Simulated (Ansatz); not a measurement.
# HfO2 (Pnma) in Ansatz: band structure with RPBE

Aim: the band structure of HfO2 with RPBE.

Program: Ansatz 0.2.0. These are calculated values, not measurements. Logs are shortened: lines on timing, memory, paths and dates and some standing lists are left out, and cuts for length are marked.

**1. Starting point**

It takes space group Pnma (No. 62, orthorhombic). The conventional cell has a = 5.556 Å, b = 3.334 Å, c = 6.505 Å, α = 90.00°, β = 90.00°, γ = 90.00°. Hf (site symmetry m) is surrounded by 7 O at 2.14 to 2.27 Å. O (site symmetry m) is surrounded by 4 Hf at 2.14 to 2.17 Å. Around O (site symmetry m) lie 3 Hf at 2.16 to 2.27 Å.

Measurements of this composition are mostly on another form, of space group No. 14.

**2. Band structure, RPBE**

input.yaml

```yaml
crystal:
  lattice:
    - [5.556395, 0.0, 0.0]
    - [0.0, 3.333597, 0.0]
    - [0.0, 0.0, 6.504995]
  atoms:
    - { symbol: Hf, position: [0.748682, 0.75, 0.607871] }
    - { symbol: Hf, position: [0.251318, 0.25, 0.392129] }
    - { symbol: Hf, position: [0.248682, 0.75, 0.892129] }
    - { symbol: Hf, position: [0.751318, 0.25, 0.107871] }
    - { symbol: O, position: [0.639499, 0.25, 0.4234] }
    - { symbol: O, position: [0.360501, 0.75, 0.5766] }
    - { symbol: O, position: [0.139499, 0.25, 0.0766] }
    - { symbol: O, position: [0.860501, 0.75, 0.9234] }
    - { symbol: O, position: [0.520794, 0.25, 0.841453] }
    - { symbol: O, position: [0.479206, 0.75, 0.158547] }
    - { symbol: O, position: [0.020794, 0.25, 0.658547] }
    - { symbol: O, position: [0.979206, 0.75, 0.341453] }
hamiltonian:
  xc: rpbe
  pseudopotentials: { kind: paw }
kpoints:
  mp_grid: { grid: [5, 8, 4] }
  band_path:
    path:
      - [[0.0, 0.0, 0.0], [0.0, -0.5, 0.0], [-0.5, -0.5, 0.0], [-0.5, 0.0, 0.0], [0.0, 0.0, 0.0], [0.0, 0.0, -0.5], [0.0, -0.5, -0.5], [-0.5, -0.5, -0.5], [-0.5, 0.0, -0.5], [0.0, 0.0, -0.5]]
      - [[-0.5, 0.0, 0.0], [-0.5, 0.0, -0.5]]
      - [[0.0, -0.5, -0.5], [0.0, -0.5, 0.0]]
      - [[-0.5, -0.5, 0.0], [-0.5, -0.5, -0.5]]
    npoints: 10
scf:
  occupations: { method: fermi_dirac, width: 0.05 }
  n_extra_bands: 30
output:
  forces: true
  stress: true
  eigenvalues: true
  fatbands: false
```

Potentials or basis: Ansatz PAW.

Command:

```bash
ansatz run input.yaml --threads 4 --pin off --max-ram 11264MiB --backend cpu --events-out ev --progress --plain --runs-dir out
```

Standard output:

```text
Warning: RAYON_NUM_THREADS=4 ignored (pool sized by the plan → 4); use --threads N
scf.n_extra_bands = 30 over 76 filled bands (N_el = 152.0): the run solves 106 bands
Engine: ansatz 0.2.0, aarch64-unknown-linux-gnu
Pseudopotentials: kind: paw
Pseudopotential: Hf, paw, valence charge 26, recommended cutoff 420 eV (normal), Hf.paw.azcp
Pseudopotential: O, paw, valence charge 6, recommended cutoff 420 eV (normal), O.paw.azcp
Functional definition: RPBE
  parameter kappa = 0.804
  parameter beta = 0.06672455060314922
  exchange = rpbe_x(kappa = kappa, mu = beta*pi^2/3)
  correlation = pbe_c(beta = beta)
Crystal: 12 atoms, lattice volume = 120.491 Å³
Basis set: ecut = 420 eV, 2361 PW (Γ), exchange–correlation on 80×48×90 points (8 copies of the dense FFT grid, shifted against one another)
Bands: 106, of which v1, the nominal top of the filled ones, is band 76 counted from 1 (75 counted from 0)
Symmetry: 8 space group operations
Space group: Pnma (ITA 62), of the structure as read, at distance tolerance 4.9e-5 Å
k-points: 45 of 160
Non-local potential: Hf, projectors of the file, l = 0: 3, l = 1: 2, l = 2: 2, l = 3: 3
Non-local potential: O, projectors of the file, l = 0: 2, l = 1: 2, l = 2: 1
PAW form: soft (Blöchl's): semilocal exchange-correlation on the pseudo side does not see the compensation charge
PAW frozen core: Hf, regenerated for the run's functional, and the local potential with it (the file was generated under x = pbe(κ = 0.804, μ = 0.2195149727645171), c = pbe(β = 0.06672455060314922))
PAW frozen core: O, regenerated for the run's functional, and the local potential with it (the file was generated under x = pbe(κ = 0.804, μ = 0.2195149727645171), c = pbe(β = 0.06672455060314922))
PAW one-centre angular grid: Hf, 590 points (default); XC on 64 Gauss nodes
PAW one-centre angular grid: O, 110 points (default); XC on 64 Gauss nodes
Initial density: superposition of atomic densities (neutral atoms: chi_scale 0, normalization atom), corrected by the library's trained network
Initial wavefunctions: pseudopotential atomic-orbital guess
Functional: x = rpbe, c = pbe(β = 0.06672455060314922)
SCF iter   1: F=—  HF=-67507.832772 eV  |F-HF|=—  |Δ(HF+E_count)|=         —  Δρ=5.36e-3  dr2=2.89e-2  ethr=1.77e-3  ⟨swp⟩=5.1  Hψ=15740  notcnv=0  defer=357
preconditioner: auto → Resta (q_TF=auto, 2.836 Å⁻¹)  ε∞=4.6  [insulator: Δε(μ)=3.518 eV  Ē_g=21.318 eV  σ=0.050 eV  W_gap=1.00  n_scr=42 (ndim 8)  ℏωp=40.6 eV  f_vac=0.000  D(μ)=0.00/eV (n_scr^D=0)  ε∞_Penn≈4.6]
SCF iter   2: F=—  HF=-67507.832563 eV  |F-HF|=—  |Δ(HF+E_count)|=   2.09e-4  Δρ=2.99e-3  dr2=9.37e-3  ethr=1.90e-5  ⟨swp⟩=2.0  Hψ=6292  notcnv=0  defer=705
SCF iter   3: F=—  HF=-67507.832968 eV  |F-HF|=—  |Δ(HF+E_count)|=   4.04e-4  Δρ=6.34e-4  dr2=4.00e-4  ethr=6.17e-6  ⟨swp⟩=2.0  Hψ=6488  notcnv=0  defer=705
SCF iter   4: F=—  HF=-67507.832475 eV  |F-HF|=—  |Δ(HF+E_count)|=   4.93e-4  Δρ=3.07e-4  dr2=1.05e-4  ethr=2.63e-7  ⟨swp⟩=2.1  Hψ=7119  notcnv=0  defer=705
SCF iter   5: F=—  HF=-67507.832485 eV  |F-HF|=—  |Δ(HF+E_count)|=   1.05e-5  Δρ=8.42e-5  dr2=6.75e-6  ethr=6.94e-8  ⟨swp⟩=2.0  Hψ=6060  notcnv=0  defer=705
SCF iter   6: F=—  HF=-67507.832320 eV  |F-HF|=—  |Δ(HF+E_count)|=   1.66e-4  Δρ=1.84e-5  dr2=2.40e-7  ethr=4.44e-9  ⟨swp⟩=2.0  Hψ=7033  notcnv=0  defer=705
SCF iter   7: F=-67507.832320 eV  HF=-67507.832320 eV  |F-HF|=1.62e-8  |Δ(HF+E_count)|=   3.19e-7  Δρ=6.77e-6  dr2=3.60e-8  ethr=6.58e-11  ⟨swp⟩=10.5  Hψ=24301  notcnv=0
SCF 1 converged in 7 iterations: F = -67507.832320 eV  dr2 = 3.60e-8
NSCF: frozen V_eff on 124 k-points
SCF converged after 7 iterations
Free energy (F): -67507.832320 eV
Harris-Foulkes:  -67507.832320 eV  (|F-HF|=1.62e-8)
Internal energy: -67507.832320 eV  (E = F + TS)
E sigma→0 (E₀):  -67507.832320 eV
Fermi energy:    19.357621 eV
--- Per-component energies (eV) ---
  E_band       = 479.419558
  E_kinetic    = 3095.860467
  E_local      = -21247.487106  (includes V_loc(G=0)·N_el)
  E_nonlocal   = -4602.583271
  E_hartree    = 9814.511728
  E_xc         = -1797.950713
  E_vxc        = -1823.851908  (∫ρ·V_xc dr)
  E_paw        = -29030.499587  (= ΣΔE_a)
  E_vpaw       = 5428.446861  (= ΣTr[D̂ρ^β])
  E_aug_tail   = 0.019699  (compensation charges beyond the density's cutoff)
  E_ewald      = -23738.792418
  E_core_change = -0.911118  (= ΣΔE_core)
  E_smearing   = -0.000000  (= −TS)
  E_closure    = 0.000000  (closes the sum)
  Σ components = -67507.832320   (vs F -67507.832320, Δ=0.00e0)
--- Forces (eV/Å), atoms counted from 1 ---
  atom   1  Hf     0.02058428    -0.00000000     0.07218191
  atom   2  Hf    -0.02058428     0.00000000    -0.07218191
  atom   3  Hf     0.02058428    -0.00000000    -0.07218191
  atom   4  Hf    -0.02058428    -0.00000000     0.07218191
  atom   5  O      0.01402383     0.00000000    -0.01638378
  atom   6  O     -0.01402383     0.00000000     0.01638378
  atom   7  O      0.01402383     0.00000000     0.01638378
  atom   8  O     -0.01402383     0.00000000    -0.01638378
  atom   9  O      0.02005083     0.00000000    -0.10207919
  atom  10  O     -0.02005083     0.00000000     0.10207919
  atom  11  O      0.02005083     0.00000000     0.10207919
  atom  12  O     -0.02005083     0.00000000    -0.10207919
  max |Σ_I F_I| component: 1.39e-17 eV/Å
--- Stress (GPa, compression-positive) ---
        8.779469       0.000000       0.000000
        0.000000       8.927932       0.000000
        0.000000       0.000000       8.982586
  P = ⅓ Tr σ = 8.8967 GPa (88.967 kbar)
--- Band table (eV; the first three rows and the last of 45) ---
  k-point 0: bands = ["-43.2218", "-43.2035", "-43.2031", "-43.1990", "-12.2869", "-12.1421", "-12.0830", "-11.9767", "-11.9004", "-11.8458", "-11.8259", "-11.7551", "-11.7484", "-11.7343", "-11.7252", "-11.7055", "-1.3123", "0.3075", "0.3154", "0.8324", "1.1507", "1.1682", "1.2292", "1.4130", "6.8884", "6.9056", "6.9097", "6.9135", "6.9171", "6.9172", "6.9202", "6.9233", "6.9248", "6.9253", "6.9264", "6.9326", "6.9343", "6.9346", "6.9388", "6.9424", "6.9426", "6.9458", "6.9548", "6.9578", "6.9607", "6.9653", "6.9670", "6.9683", "6.9736", "6.9843", "6.9976", "6.9990", "12.4034", "12.4828", "12.9362", "13.0748", "13.2010", "13.6364", "13.6381", "13.6946", "14.0088", "14.2055", "14.2414", "14.4397", "14.9811", "15.1524", "15.1567", "15.6389", "15.7465", "16.0251", "16.3254", "16.7387", "16.7683", "17.2324", "17.5152", "17.5632", "21.0829", "21.9947", "22.0829", "22.6256", "23.2703", "23.4302", "23.5166", "24.1787", "24.2969", "24.3603", "24.4988", "24.6798", "24.7294", "25.1905", "25.2472", "25.4490", "25.7228", "25.8780", "26.9281", "27.0813", "27.2238", "28.3281", "29.9081", "30.5477", "31.4897", "32.6457", "33.3973", "34.1057", "34.3848", "34.6764"]
  k-point 1: bands = ["-43.2199", "-43.2087", "-43.2000", "-43.1988", "-12.2543", "-12.0992", "-12.0601", "-12.0398", "-11.8929", "-11.8300", "-11.8170", "-11.8021", "-11.7684", "-11.7316", "-11.7237", "-11.7192", "-1.1243", "-0.0361", "0.4058", "0.7955", "1.2074", "1.2269", "1.2354", "1.3945", "6.8900", "6.9040", "6.9120", "6.9139", "6.9182", "6.9201", "6.9224", "6.9248", "6.9289", "6.9294", "6.9295", "6.9329", "6.9330", "6.9340", "6.9384", "6.9400", "6.9473", "6.9487", "6.9487", "6.9520", "6.9606", "6.9610", "6.9651", "6.9656", "6.9694", "6.9790", "7.0038", "7.0092", "12.2463", "12.3560", "12.7925", "12.8694", "13.3347", "13.4660", "13.8363", "13.9824", "14.0752", "14.2039", "14.5857", "14.7354", "14.7913", "15.1141", "15.2540", "15.4489", "15.7212", "16.1450", "16.4409", "16.5940", "16.9631", "17.1333", "17.2261", "17.3885", "21.3972", "22.0639", "22.1458", "22.7315", "23.0819", "23.2049", "23.3136", "23.5777", "24.4655", "24.4989", "24.6150", "24.9281", "24.9395", "25.0285", "25.3966", "25.6722", "25.9716", "26.0255", "26.5905", "26.8784", "27.0411", "27.8490", "30.0584", "30.1604", "32.0364", "33.3412", "33.5941", "33.7277", "34.2304", "34.6901"]
  k-point 2: bands = ["-43.2149", "-43.2149", "-43.1988", "-43.1988", "-12.1696", "-12.1696", "-11.9964", "-11.9964", "-11.9261", "-11.9261", "-11.7943", "-11.7943", "-11.7611", "-11.7611", "-11.7261", "-11.7261", "-0.6332", "-0.6332", "0.6119", "0.6119", "1.2388", "1.2388", "1.3355", "1.3355", "6.8957", "6.8957", "6.9151", "6.9151", "6.9230", "6.9230", "6.9278", "6.9278", "6.9285", "6.9285", "6.9320", "6.9320", "6.9321", "6.9321", "6.9416", "6.9416", "6.9444", "6.9444", "6.9521", "6.9521", "6.9614", "6.9614", "6.9648", "6.9648", "6.9655", "6.9655", "7.0124", "7.0124", "12.1750", "12.1750", "12.6930", "12.6930", "13.6860", "13.6860", "13.7577", "13.7577", "14.2106", "14.2106", "14.6957", "14.6957", "14.9816", "14.9816", "15.6513", "15.6513", "15.9842", "15.9842", "16.2888", "16.2888", "17.0124", "17.0124", "17.1722", "17.1722", "21.9233", "21.9233", "22.6639", "22.6639", "22.9208", "22.9208", "23.0181", "23.0181", "24.5249", "24.5249", "24.6619", "24.6619", "25.4718", "25.4718", "25.7790", "25.7790", "26.2455", "26.2455", "26.5260", "26.5260", "26.7629", "26.7629", "30.0659", "30.0659", "33.2253", "33.2253", "33.5276", "33.5276", "34.5728", "34.5728"]
  k-point 44: bands = ["-43.1970", "-43.1970", "-43.1936", "-43.1936", "-12.2610", "-12.2610", "-12.2184", "-12.2184", "-11.9049", "-11.9049", "-11.9016", "-11.9016", "-11.8150", "-11.8150", "-11.7859", "-11.7859", "0.3812", "0.3812", "0.4595", "0.4595", "1.0675", "1.0675", "1.0711", "1.0711", "6.9062", "6.9062", "6.9069", "6.9069", "6.9273", "6.9273", "6.9285", "6.9285", "6.9314", "6.9314", "6.9368", "6.9368", "6.9411", "6.9411", "6.9445", "6.9445", "6.9498", "6.9498", "6.9523", "6.9523", "6.9618", "6.9618", "6.9689", "6.9689", "6.9755", "6.9755", "6.9773", "6.9773", "12.1348", "12.1348", "12.3086", "12.3086", "13.0797", "13.0797", "13.1610", "13.1610", "14.1822", "14.1822", "14.6800", "14.6800", "15.9300", "15.9300", "15.9723", "15.9723", "16.2727", "16.2727", "16.3662", "16.3662", "16.7975", "16.7975", "16.8660", "16.8660", "23.1986", "23.1986", "23.6658", "23.6658", "23.8351", "23.8351", "24.0097", "24.0097", "24.8496", "24.8496", "25.1861", "25.1861", "25.5102", "25.5102", "25.5136", "25.5136", "26.1484", "26.1484", "26.1622", "26.1622", "30.5877", "30.5877", "30.7637", "30.7637", "31.5594", "31.5594", "32.4578", "32.4578", "34.7998", "34.7998"]
```

It took 43 s on 4 threads of Arm Neoverse N1, shared host; peak memory 1 GiB.

What came out:

* Free energy: -67507.8323 eV
* Pressure: 8.9 GPa
* Largest force: 0.104 eV/Å
* Band gap on the k mesh: 3.52 eV, direct
* Band gap along the path: 3.52 eV, direct

Forces in eV/Å, atoms in the order of the input:
```
Hf   0.021  0.000  0.072
Hf  -0.021  0.000 -0.072
Hf   0.021  0.000 -0.072
Hf  -0.021  0.000  0.072
O    0.014  0.000 -0.016
O   -0.014  0.000  0.016
O    0.014  0.000  0.016
O   -0.014  0.000 -0.016
O    0.020  0.000 -0.102
O   -0.020  0.000  0.102
O    0.020  0.000  0.102
O   -0.020  0.000 -0.102
```

Stress tensor (GPa, compression positive):
```
8.78 0.00 0.00
0.00 8.93 0.00
0.00 0.00 8.98
```

Levels at the corners of the path, in eV from the valence-band top:
```csv
point,band 74,band 75,band 76,band 77,band 78,band 79
Γ,-0.33,-0.05,0.00,3.52,4.43,4.52
X,-0.77,-0.68,-0.68,5.22,5.22,6.03
S,-0.71,-0.71,-0.71,5.73,5.73,5.73
Y,-0.79,-0.33,-0.33,4.34,4.34,5.57
Γ,-0.33,-0.05,0.00,3.52,4.43,4.52
Z,-0.55,-0.39,-0.39,4.36,4.36,5.10
U,-0.88,-0.77,-0.77,5.17,5.17,6.25
R,-0.71,-0.71,-0.71,5.89,5.89,5.89
T,-0.84,-0.40,-0.40,5.15,5.15,5.18
Z,-0.55,-0.39,-0.39,4.36,4.36,5.10
Y,-0.79,-0.33,-0.33,4.34,4.34,5.57
T,-0.84,-0.40,-0.40,5.15,5.15,5.18
U,-0.88,-0.77,-0.77,5.17,5.17,6.25
X,-0.77,-0.68,-0.68,5.22,5.22,6.03
S,-0.71,-0.71,-0.71,5.73,5.73,5.73
R,-0.71,-0.71,-0.71,5.89,5.89,5.89
```

Caveat: the pressure holds a Pulay correction of +0.8 GPa for the finite cutoff; spin-orbit coupling is left out, which moves the levels of the heavy elements; the PAW data sets come from PBE, with cores solved anew for the run's functional, which leaves a small shift of forces and pressure.
